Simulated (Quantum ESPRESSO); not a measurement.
Crystal: Zn.

```
Zn
1.0
     2.67000    0.00000    0.00000
    -1.33500    2.31229    0.00000
     0.00000    0.00000    4.96600
Zn
2
Direct
  0.66667 0.33333 0.75000
  0.33333 0.66667 0.25000
```

- Program: Quantum ESPRESSO 7.5
- Task: phonons
- Functional: PBE
- Potentials or basis: Ansatz NC SR PBE
- Cutoff: 1143 eV
- Density cutoff: 4572 eV
- k mesh: 9 × 9 × 5
- Occupations: cold, width 0.2 eV
- Spin: no spin polarisation
- Target pressure: 15 GPa
- Mixing beta: 0.5
- Most SCF iterations: 120
- SCF threshold: 4e-10 Ry

The cell and the atoms were relaxed first at 15 GPa, to 12.92 Å³/atom (a = 2.634 Å, b = 2.634 Å, c = 4.302 Å, α = 90.00°, β = 90.00°, γ = 120.00°), and the response was taken there.

Question: Which optical modes does the crystal have at the zone centre, and which show in infrared and Raman spectra?

Answer: The optical modes are E2g + B1g. None is infrared active. Raman active: E2g.

Optical modes at Γ, degenerate ones joined:
```csv
cm⁻¹,components,symmetry,active in
113,2,E2g,Raman
247,1,B1g,silent
```

Caveat: the mesh is thin for the phonons of a metal; the volume moved by over 15 % at a fixed basis, so the end points are rough; the cell is more than 3 GPa from zero pressure, which shifts response properties.
